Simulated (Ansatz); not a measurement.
Y and the effect of the functional

The cell as given:

```cif
data_structure
_symmetry_space_group_name_H-M 'P 1'
_symmetry_Int_Tables_number 1
_cell_length_a 3.6474
_cell_length_b 3.6474
_cell_length_c 5.7306
_cell_angle_alpha 90.000
_cell_angle_beta 90.000
_cell_angle_gamma 120.000
_cell_volume 66.02
loop_
_atom_site_label
_atom_site_type_symbol
_atom_site_fract_x
_atom_site_fract_y
_atom_site_fract_z
_atom_site_occupancy
Y1 Y 0.66667 0.33333 0.75000 1
Y2 Y 0.33333 0.66667 0.25000 1
```

Kept alike: task relaxation of cell and atoms; k mesh 8 × 8 × 5; occupations fermi-dirac, width 0.05 eV; no spin polarisation. Program: Ansatz, Ansatz PAW. Cutoffs run from 420 to 500 eV. The mesh is that of the run's cell of 2 atoms. No spin-orbit coupling.

| functional | volume (Å³/atom) | first edge of the run's cell (Å) | third edge of the run's cell (Å) |
| --- | --- | --- | --- |
| BLYP | 33.763 | 3.686 | 5.738 |
| LDA | 29.888 | 3.530 | 5.539 |
| PBE | 32.918 | 3.653 | 5.696 |
| PBEsol | 31.332 | 3.592 | 5.609 |
| RPBE | 34.185 | 3.698 | 5.774 |
| r2SCAN | 33.567 | 3.681 | 5.723 |
| revPBE | 33.840 | 3.686 | 5.753 |

The relaxations keep at least the cell's symmetry (P6_3/mmc). For a metal such a mesh leaves the last digits unconverged. Relaxations stop with a little pressure left, so the last digits of a volume or edge aren't settled. All rows use potentials made for PBE.

What does the functional change here?

The volume runs from 29.888 (LDA) to 34.185 Å³/atom (RPBE). From PBE: BLYP +0.845; LDA -3.030; PBEsol -1.586; RPBE +1.267; r2SCAN +0.649; revPBE +0.922. The first edge of the run's cell runs from 3.530 (LDA) to 3.698 Å (RPBE). From PBE: BLYP +0.033; LDA -0.123; PBEsol -0.061; RPBE +0.045; r2SCAN +0.028; revPBE +0.033. The third edge of the run's cell runs from 5.539 (LDA) to 5.774 Å (RPBE). From PBE: BLYP +0.042; LDA -0.157; PBEsol -0.087; RPBE +0.078; r2SCAN +0.027; revPBE +0.057.
